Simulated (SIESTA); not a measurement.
Crystal: CdSe.

```
Cd Se
1.0
     0.00000    3.07027    3.07027
     3.07027    0.00000    3.07027
     3.07027    3.07027    0.00000
Cd Se
1 1
Direct
  0.00000 0.00000 0.00000
  0.25000 0.25000 0.25000
```

Measurements of this composition are mostly on another form, of space group No. 186.

```yaml
Program: SIESTA 5.4.2
Task: relaxation of cell and atoms
Functional: revPBE
Potentials_or_basis: PseudoDojo 0.4 standard (PBE files)
Basis: DZP (energy shift 0.002 Ry)
Grid_cutoff: 800 Ry
Energy_shift: 0.002 Ry
k_mesh: 8 × 8 × 8
Occupations: fermi-dirac, width 0.05 eV
Spin: no spin polarisation
```

At the start: pressure 3.5 GPa; volume 28.94 Å³/atom.

Task: How do energy, volume and symmetry change on relaxing?

Result: Over 4 steps the energy falls by 21.3 meV/atom and the volume is 31.02 Å³/atom (+7.2 %); space group F-43m (No. 216, to 0.05 Å).

Step by step:
```csv
step,energy change (eV),largest force (eV/Å),pressure (GPa),volume (Å³)
1,0.0000,0.0000,3.48,57.88
2,-0.0151,0.0002,2.71,58.67
3,-0.0423,0.0010,0.23,61.72
4,-0.0425,0.0010,0.02,62.04
```

Final structure:
```
CELL_PARAMETERS angstrom
0.00042 3.14222 3.14222
3.14222 0.00042 3.14222
3.14222 3.14222 0.00042
ATOMIC_POSITIONS crystal
Cd 0.00000 0.00000 0.00000
Se 0.25000 0.25000 0.25000
```

Caveat: semicore shells carry a single zeta, which can move pressures by several GPa and volumes by a few percent; the potentials were made for another functional, which shifts forces and pressure; the basis of atomic orbitals isn't converged, which shifts pressures, moduli and gaps.
